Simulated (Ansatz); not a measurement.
# SrCl2: the cost of one run

Method: DFT PBE, scalar-relativistic, plane waves, PAW, in Ansatz 0.2.0.

**1. The system as given**

Symmetry: Fm-3m, No. 225, cubic system. Conventional cell: a = 6.971 Å, b = 6.971 Å, c = 6.971 Å, α = 90.00°, β = 90.00°, γ = 90.00°. Sr (site symmetry m-3m) is surrounded by 8 Cl at 3.02 Å. Cl (site symmetry -43m) is surrounded by 4 Sr at 3.02 Å.

Coordinates:

```cif
data_structure
_symmetry_space_group_name_H-M 'Fm-3m'
_symmetry_Int_Tables_number 225
_cell_length_a 6.9710
_cell_length_b 6.9710
_cell_length_c 6.9710
_cell_angle_alpha 90.000
_cell_angle_beta 90.000
_cell_angle_gamma 90.000
_cell_volume 338.75
loop_
_atom_site_label
_atom_site_type_symbol
_atom_site_symmetry_multiplicity
_atom_site_Wyckoff_symbol
_atom_site_fract_x
_atom_site_fract_y
_atom_site_fract_z
_atom_site_occupancy
Sr1 Sr 4 a 0.00000 0.00000 0.00000 1
Cl1 Cl 8 c 0.75000 0.25000 0.75000 1
```

No relaxation comes first: the listed cell is the starting point.

**2. The perfect supercell on the trajectory's mesh**

The input, input.yaml:

```yaml
crystal:
  lattice:
    - [6.971, 3.4855, -3.4855]
    - [3.4855, 6.971, 3.4855]
    - [6.971, -3.4855, 3.4855]
  atoms:
    - { symbol: Sr, position: [0.5, 0.0, 0.5] }
    - { symbol: Sr, position: [0.8333333333, 0.3333333333, 0.5] }
    - { symbol: Sr, position: [0.0, 0.0, 0.0] }
    - { symbol: Sr, position: [0.3333333333, 0.3333333333, 0.0] }
    - { symbol: Sr, position: [0.6666666667, 0.6666666667, 0.0] }
    - { symbol: Sr, position: [0.1666666667, 0.6666666667, 0.5] }
    - { symbol: Cl, position: [0.4583333333, 0.3333333333, 0.625] }
    - { symbol: Cl, position: [0.7916666667, 0.6666666667, 0.625] }
    - { symbol: Cl, position: [0.9583333333, 0.3333333333, 0.125] }
    - { symbol: Cl, position: [0.2916666667, 0.6666666667, 0.125] }
    - { symbol: Cl, position: [0.625, 0.0, 0.125] }
    - { symbol: Cl, position: [0.125, 1.0, 0.625] }
    - { symbol: Cl, position: [0.375, 1.0, 0.875] }
    - { symbol: Cl, position: [0.7083333333, 0.3333333333, 0.875] }
    - { symbol: Cl, position: [0.875, 0.0, 0.375] }
    - { symbol: Cl, position: [0.2083333333, 0.3333333333, 0.375] }
    - { symbol: Cl, position: [0.5416666667, 0.6666666667, 0.375] }
    - { symbol: Cl, position: [0.0416666667, 0.6666666667, 0.875] }
  symmetry: { detect: false }
basis:
  ecutwfc: 420
kpoints:
  mp_grid: { grid: [2, 2, 1], shift: [0.5, 0.5, 0.0] }
hamiltonian:
  xc: pbe
scf:
  occupations: { method: gaussian, width: 0.1 }
output:
  forces: true
  stress: true
  eigenvalues: true
```

Started as:

```sh
> ansatz run input.yaml --threads 4 --pin off --max-ram 5120MiB --backend cpu --events-out ev --progress --plain --runs-dir out
```

Q: Estimate wall time and peak memory on 4 threads of an x86-64 CPU, shared host.

About 2.4 s, with a peak of 0.8 GiB.
